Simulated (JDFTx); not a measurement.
Crystal: Ru.

```xyz
2
Lattice="2.7058 0.0000 0.0000 -1.3529 2.3433 0.0000 0.0000 0.0000 4.2819" Properties=species:S:1:pos:R:3 pbc="T T T"
Ru    1.3529    0.7811    3.2114
Ru    0.0000    1.5622    1.0705
```

```yaml
Program: JDFTx 1.7.0 (patched build)
Task: relaxation of cell and atoms
Functional: PBE
Potentials_or_basis: SG15-PBE-1.2 with smoothed tails
Cutoff: 1088 eV
Density_cutoff: 8708 eV
k_mesh: 6 × 6 × 3
Occupations: fermi-dirac, width 0.05 eV
Spin: no spin polarisation
```

At the start: pressure 5.5 GPa; volume 13.57 Å³/atom.

Question: Where does the relaxation end?

Answer: Over 7 steps the energy falls by 5.5 meV/atom and the volume is 13.81 Å³/atom (+1.7 %); space group P6_3/mmc (No. 194, to 0.05 Å).

The path:
```tsv
step	energy change (eV)	largest force (eV/Å)	pressure (GPa)	volume (Å³)
1	0.0000	0.0000	5.48	27.15
2	-0.0032	0.0000	4.43	27.24
3	-0.0104	0.0000	0.06	27.61
4	-0.0109	0.0000	0.04	27.62
5	-0.0110	0.0000	0.02	27.62
6	-0.0110	0.0000	-0.01	27.62
7	-0.0110	0.0000	0.00	27.62
```

Final structure:
```xyz
2
Lattice="2.7311 0.0000 0.0000 -1.3655 2.3652 0.0000 0.0000 0.0000 4.2761" Properties=species:S:1:pos:R:3 pbc="T T T"
Ru    1.3655    0.7884    3.2071
Ru    0.0000    1.5768    1.0690
```

Caveat: the k mesh is coarse (spacing up to 0.49 Å⁻¹), so the values aren't converged.
